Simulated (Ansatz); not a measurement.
# MoS2 (CdI2 type): response to moved atoms and strain, part 2 of 2

Aim: move atoms of MoS2 (CdI2 type) or strain its cell, and read the forces, the stress and the rise in energy. This structure was made by substitution into a known type, so it needn't be the compound's stable form.

Ansatz 0.2.0; DFT PBE, scalar-relativistic, plane waves, PAW.

## (5) Strain e1 = +0.03, atoms carried along

input.yaml reads:

```yaml
crystal:
  lattice:
    - [3.28921357, 0.0, 0.0]
    - [-1.644606785, 2.7655752525, 0.0]
    - [0.0, 0.0, 6.7716536175]
  atoms:
    - { symbol: Mo, position: [0.0, 0.0, 0.0], spin: 0.05 }
    - { symbol: S, position: [0.3333333333, 0.6666666667, 0.2338421089] }
    - { symbol: S, position: [0.6666666667, 0.3333333333, 0.7661578911] }
basis:
  ecutwfc: 420
  ecutrho_ratio: 4
kpoints:
  mp_grid: { grid: [12, 12, 6] }
hamiltonian:
  xc: pbe
scf:
  occupations: { method: gaussian, width: 0.05 }
output:
  forces: true
  stress: true
  eigenvalues: true
  populations: true
magnetization:
  spin_polarized: true
```

On the command line:

```bash
$ ansatz run input.yaml --threads 2 --pin off --max-ram 2662MiB --backend cpu --events-out ev --progress --plain --runs-dir out
```

Output (excerpt; [...] marks lines left out):

```text
Warning: RAYON_NUM_THREADS=2 ignored (pool sized by the plan → 2); use --threads N
[...]
Pseudopotentials: kind: paw
Pseudopotential: Mo, paw, valence charge 14, recommended cutoff 420 eV (normal), Mo.paw.azcp
Pseudopotential: S, paw, valence charge 6, recommended cutoff 420 eV (normal), S.paw.azcp
Functional definition: PBE
[...]
Crystal: 3 atoms, lattice volume = 61.599 Å³
Basis set: ecut = 420 eV, 1239 PW (Γ), exchange–correlation on 48×48×96 points (8 copies of the dense FFT grid, shifted against one another)
Bands: 18, of which v1, the nominal top of the filled ones, is band 13 counted from 1 (12 counted from 0)
Symmetry: 4 space group operations
Space group: C2/m (ITA 12), of the structure as read, at distance tolerance 3.9e-5 Å
Magnetic group: BNS 12.58 (UNI 65), of the structure as read, at distance tolerance 3.9e-5 Å
k-points: 242 of 864
[...]
Starting moments: Σ|m| = 0.05 μB on 1 of 3 sites
[...]
WARN: the starting moments were not kept: the SCF closed with an absolute magnetisation of 3.7e-7 μB, where they sum to 0.05 μB in size (1 site). That is at most 0.1 of that sum. Measured as dr2_m measures the in/out step, that magnetisation stands 1.8e-14 eV from none, at or under the [...]
Per-site moments (μB) at R_I (Å): [(1.2062716079717385e-7, 1.00253259760896), (-8.010887794760582e-8, 1.00253259760896), (-8.01088779391772e-8, 1.00253259760896)]
Free energy (F): -6761.949023 eV
[...]
E sigma→0 (E₀):  -6761.947839 eV
Entropy (-TS):   -0.002367 eV (-0.789 meV/atom)
Fermi energy:    8.981163 eV
[...]
--- Forces (eV/Å), atoms counted from 1 ---
  atom   1  Mo     0.00000000     0.00000000     0.00000000
  atom   2  S     -0.00000000     0.11994075    -0.34997472
  atom   3  S      0.00000000    -0.11994075     0.34997472
[...]
--- Stress (GPa, compression-positive) ---
       -5.628334       0.000000      -0.000000
        0.000000      -0.942832       0.996941
       -0.000000       0.996941      -2.903960
  P = ⅓ Tr σ = -3.1584 GPa (-31.584 kbar)
--- Band table (eV; the first three rows and the last of 484) ---
  k-point 0 ↑: bands = ["-52.8497", "-26.8579", "-26.8473", "-26.8211", "-5.6484", "-4.4445", "2.6211", "5.0716", "5.2899", "6.7827", "7.8996", "7.9870", "8.2062", "8.5818", "8.7677", "11.9335", "12.0931", "14.6221"]
[...]
--- Löwdin populations: 3 sites ---
  site symbol       q [e]    m [muB]
     0     Mo     13.6017     0.0000
     1      S      6.1053    -0.0000
     2      S      6.1053    -0.0000
  spilling = 0.007223 (of n_electrons = 26.000000)
```

Run time: 21 s. Hardware: 2 threads of Arm Neoverse V1, shared host; peak memory 0.64 GiB.

This gives: volume 20.533 Å³/atom, pressure -3.16 GPa, a metal on this mesh, no moment left.

Forces on the atoms, as numbers:

| atom | x (eV/Å) | y (eV/Å) | z (eV/Å) |
| --- | --- | --- | --- |
| S2 | 0.000 | 0.120 | -0.350 |
| S3 | 0.000 | -0.120 | 0.350 |

## (6) All atoms moved at random (σ = 0.03 Å), cell strained at random (1 %)

input.yaml reads:

```yaml
crystal:
  lattice:
    - [3.1542096377, 0.0237213147, -0.018234468]
    - [-1.5565615577, 2.778527059, -0.014902902]
    - [-0.0386663327, -0.0588145416, 6.6990710929]
  atoms:
    - { symbol: Mo, position: [-0.0095862333, 0.0027774425, -0.0033523901], spin: 0.05 }
    - { symbol: S, position: [0.3373220941, 0.6672264791, 0.23838735] }
    - { symbol: S, position: [0.6722641392, 0.3299960784, 0.7649650402] }
basis:
  ecutwfc: 420
  ecutrho_ratio: 4
kpoints:
  mp_grid: { grid: [12, 12, 6] }
hamiltonian:
  xc: pbe
scf:
  occupations: { method: gaussian, width: 0.05 }
output:
  forces: true
  stress: true
  eigenvalues: true
  populations: true
magnetization:
  spin_polarized: true
```

On the command line:

```bash
$ ansatz run input.yaml --threads 2 --pin off --max-ram 2662MiB --backend cpu --events-out ev --progress --plain --runs-dir out
```

Output (excerpt; [...] marks lines left out):

```text
Warning: RAYON_NUM_THREADS=2 ignored (pool sized by the plan → 2); use --threads N
[...]
Pseudopotentials: kind: paw
Pseudopotential: Mo, paw, valence charge 14, recommended cutoff 420 eV (normal), Mo.paw.azcp
Pseudopotential: S, paw, valence charge 6, recommended cutoff 420 eV (normal), S.paw.azcp
Functional definition: PBE
[...]
Crystal: 3 atoms, lattice volume = 58.952 Å³
Basis set: ecut = 420 eV, 1163 PW (Γ), exchange–correlation on 48×48×90 points (8 copies of the dense FFT grid, shifted against one another)
Bands: 18, of which v1, the nominal top of the filled ones, is band 13 counted from 1 (12 counted from 0)
Symmetry: 1 space group operations
Space group: P1 (ITA 1), of the structure as read, at distance tolerance 3.9e-5 Å
Magnetic group: BNS 1.1 (UNI 1), of the structure as read, at distance tolerance 3.9e-5 Å
k-points: 436 of 864 (time reversal used)
[...]
Starting moments: Σ|m| = 0.05 μB on 1 of 3 sites
[...]
WARN: the starting moments were not kept: the SCF closed with an absolute magnetisation of 1.3e-7 μB, where they sum to 0.05 μB in size (1 site). That is at most 0.1 of that sum. Measured as dr2_m measures the in/out step, that magnetisation stands 2.7e-15 eV from none, at or under the [...]
Per-site moments (μB) at R_I (Å): [(5.582956526668214e-8, 0.9678734401053585), (-2.472319428118382e-8, 1.0069702199904116), (-2.104784740305621e-8, 0.9678734401053585)]
Free energy (F): -6761.938557 eV
[...]
E sigma→0 (E₀):  -6761.937557 eV
Entropy (-TS):   -0.001999 eV (-0.666 meV/atom)
Fermi energy:    9.632335 eV
[...]
--- Forces (eV/Å), atoms counted from 1 ---
  atom   1  Mo     0.43628936    -0.12171837     0.80446561
  atom   2  S      0.06579735     0.10188441    -0.36082295
  atom   3  S     -0.50208834     0.01983319    -0.44364398
[...]
--- Stress (GPa, compression-positive) ---
        2.317205      -2.210075       2.428972
       -2.210075      -0.873183       0.401348
        2.428972       0.401348       0.380790
  P = ⅓ Tr σ = 0.6083 GPa (6.083 kbar)
--- Band table (eV; the first three rows and the last of 872) ---
  k-point 0 ↑: bands = ["-52.1654", "-26.2193", "-26.1514", "-26.1117", "-5.2336", "-3.9681", "3.0301", "5.6853", "5.9002", "7.3325", "8.3636", "8.5687", "8.7916", "9.4254", "9.5939", "12.6478", "12.8727", "15.5546"]
[...]
--- Löwdin populations: 3 sites ---
  site symbol       q [e]    m [muB]
     0     Mo     13.6355     0.0000
     1      S      6.0973    -0.0000
     2      S      6.0743    -0.0000
  spilling = 0.007416 (of n_electrons = 26.000000)
```

Run time: 72 s. Hardware: 2 threads of Arm Neoverse V1, shared host; peak memory 1.1 GiB.

In short: volume 19.651 Å³/atom, pressure 0.61 GPa, a metal on this mesh, no moment left.

Forces on the atoms, as numbers:

```
atom  x (eV/Å)  y (eV/Å)  z (eV/Å)
 Mo1     0.436    -0.122     0.804
  S2     0.066     0.102    -0.361
  S3    -0.502     0.020    -0.444
```

## (7) All atoms moved at random (σ = 0.15 Å), cell strained at random (1 %)

input.yaml reads:

```yaml
crystal:
  lattice:
    - [3.2124434572, -0.0203178228, -0.0073705982]
    - [-1.6238174793, 2.7732236559, -0.0028717923]
    - [-0.0156294114, -0.0160553764, 6.7251482302]
  atoms:
    - { symbol: Mo, position: [0.0216806135, -0.0394454717, -0.013306843], spin: 0.05 }
    - { symbol: S, position: [0.3424452879, 0.7182134581, 0.2423249911] }
    - { symbol: S, position: [0.6358740986, 0.3212320135, 0.770981852] }
basis:
  ecutwfc: 420
  ecutrho_ratio: 4
kpoints:
  mp_grid: { grid: [12, 12, 6] }
hamiltonian:
  xc: pbe
scf:
  occupations: { method: gaussian, width: 0.05 }
output:
  forces: true
  stress: true
  eigenvalues: true
  populations: true
magnetization:
  spin_polarized: true
```

On the command line:

```bash
$ ansatz run input.yaml --threads 2 --pin off --max-ram 2662MiB --backend cpu --events-out ev --progress --plain --runs-dir out
```

Output (excerpt; [...] marks lines left out):

```text
Warning: RAYON_NUM_THREADS=2 ignored (pool sized by the plan → 2); use --threads N
[...]
Pseudopotentials: kind: paw
Pseudopotential: Mo, paw, valence charge 14, recommended cutoff 420 eV (normal), Mo.paw.azcp
Pseudopotential: S, paw, valence charge 6, recommended cutoff 420 eV (normal), S.paw.azcp
Functional definition: PBE
[...]
Crystal: 3 atoms, lattice volume = 59.691 Å³
Basis set: ecut = 420 eV, 1191 PW (Γ), exchange–correlation on 48×48×90 points (8 copies of the dense FFT grid, shifted against one another)
Bands: 18, of which v1, the nominal top of the filled ones, is band 13 counted from 1 (12 counted from 0)
Symmetry: 1 space group operations
Space group: P1 (ITA 1), of the structure as read, at distance tolerance 3.9e-5 Å
Magnetic group: BNS 1.1 (UNI 1), of the structure as read, at distance tolerance 3.9e-5 Å
k-points: 436 of 864 (time reversal used)
[...]
Starting moments: Σ|m| = 0.05 μB on 1 of 3 sites
[...]
WARN: the starting moments were not kept: the SCF closed with an absolute magnetisation of 1.2e-7 μB, where they sum to 0.05 μB in size (1 site). That is at most 0.1 of that sum. Measured as dr2_m measures the in/out step, that magnetisation stands 2.0e-15 eV from none, at or under the [...]
Per-site moments (μB) at R_I (Å): [(4.444322337356317e-8, 0.9258220454187512), (-2.709923813678407e-8, 0.9614113294411472), (-1.5981576718803082e-8, 0.9258220454187512)]
Free energy (F): -6761.521515 eV
[...]
E sigma→0 (E₀):  -6761.520725 eV
Entropy (-TS):   -0.001580 eV (-0.527 meV/atom)
Fermi energy:    9.501520 eV
[...]
--- Forces (eV/Å), atoms counted from 1 ---
  atom   1  Mo    -2.10413117     0.97033736     2.78443700
  atom   2  S      0.58909367    -0.71715554    -0.83567415
  atom   3  S      1.51503681    -0.25318202    -1.94876043
[...]
--- Stress (GPa, compression-positive) ---
        3.017956       1.846838      -3.219957
        1.846838       3.517100      -2.267952
       -3.219957      -2.267952       3.889050
  P = ⅓ Tr σ = 3.4747 GPa (34.747 kbar)
--- Band table (eV; the first three rows and the last of 872) ---
  k-point 0 ↑: bands = ["-52.2462", "-26.3686", "-26.2443", "-26.2040", "-5.3838", "-4.1116", "2.9022", "5.4080", "5.5427", "7.0175", "7.7873", "7.9418", "8.5631", "10.0634", "10.1910", "12.0223", "12.7609", "15.1878"]
[...]
--- Löwdin populations: 3 sites ---
  site symbol       q [e]    m [muB]
     0     Mo     13.6597     0.0000
     1      S      6.1163    -0.0000
     2      S      6.0246    -0.0000
  spilling = 0.007672 (of n_electrons = 26.000000)
```

Run time: 73 s. Hardware: 2 threads of Arm Neoverse V1, shared host; peak memory 1.1 GiB.

In short: volume 19.897 Å³/atom, pressure 3.47 GPa, no gap, no moment left.

Forces on the atoms, as numbers:

```
atom  x (eV/Å)  y (eV/Å)  z (eV/Å)
 Mo1    -2.104     0.970     2.784
  S2     0.589    -0.717    -0.836
  S3     1.515    -0.253    -1.949
```

## (8) Results

What follows sums up all 2 parts.

| change | change of free energy (meV/atom) | largest force (eV/Å) | largest change of stress (GPa) |
| --- | --- | --- | --- |
| atom 1 (Mo) moved 0.05 Å along y | 2.45 | 0.312 | 0.32 |
| atom 3 (S) moved 0.02 Å along z | 0.86 | 0.259 | 1.25 |
| strain e2 = +0.03, atoms carried along | 11.16 | 0.366 | 5.71 |
| strain e1 = +0.03, atoms carried along | 11.06 | 0.370 | 5.63 |
| all atoms moved at random (σ = 0.03 Å), cell strained at random (1 %) | 14.55 | 0.923 | 2.43 |
| all atoms moved at random (σ = 0.15 Å), cell strained at random (1 %) | 153.57 | 3.622 | 3.87 |

Moving atom 1 by 0.05 Å meets a restoring force of 0.312 eV/Å along the move, a force constant of about 6.2 eV/Å². Moving atom 3 by 0.02 Å meets a restoring force of 0.258 eV/Å along the move, a force constant of about 12.9 eV/Å². The strain e2 = +0.03 changes that stress component by -5.71 GPa (compression positive), a ratio of 190 GPa; that is a secant over a finite strain with the atoms carried along, not the elastic constant. The strain e1 = +0.03 changes that stress component by -5.63 GPa (compression positive), a ratio of 188 GPa; that is a secant over a finite strain with the atoms carried along, not the elastic constant. No change lowers the energy by more than 0.5 meV/atom; other distortions weren't tried. A run loses the moments it was seeded with; other starts can end magnetic. No dispersion term is included, so distances between weakly bound layers or units are the least certain numbers.
